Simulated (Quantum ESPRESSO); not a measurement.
The system is CoO.

```xyz
2
Lattice="2.8563 0.0000 0.0000 -1.4281 2.4736 0.0000 0.0000 0.0000 2.7876" Properties=species:S:1:pos:R:3 pbc="T T T"
Co    0.0000    0.0000    0.0000
O     1.4281    0.8245    1.3938
```

Measurements of this composition are mostly on another form, of space group No. 225.

Base run:

```yaml
Program: Quantum ESPRESSO 7.5
Functional: LDA
Potentials_or_basis: SSSP 1.3 efficiency PBE
Cutoff: 748 eV
Density_cutoff: 5987 eV
k_mesh: 11 × 11 × 10
Occupations: fermi-dirac, width 0.05 eV
Spin: collinear spin, ferromagnetic start
Starting_moments: "[2.0, 0.0] μB"
Hubbard_terms: Co d U = 5 eV
```

Its results: band gap on the k mesh none (metal or under the smearing width); pressure -16.0 GPa; net moment 3.00 μB per cell; site moments Co +2.61; O +0.30 μB.

The run is repeated on the same cell with these changes: hubbard terms from Co d U = 5 eV to Co d U = 2 eV. What comes out?

Band gap on the k mesh none (metal or under the smearing width); pressure -20.5 GPa; net moment 3.00 μB per cell; site moments Co +2.55; O +0.37 μB.

Caveats: the potentials were made for another functional, which shifts forces and pressure; a cell with one magnetic atom can't hold antiferromagnetic order, which such compounds often take.

Not every run made on this cell is shown here.
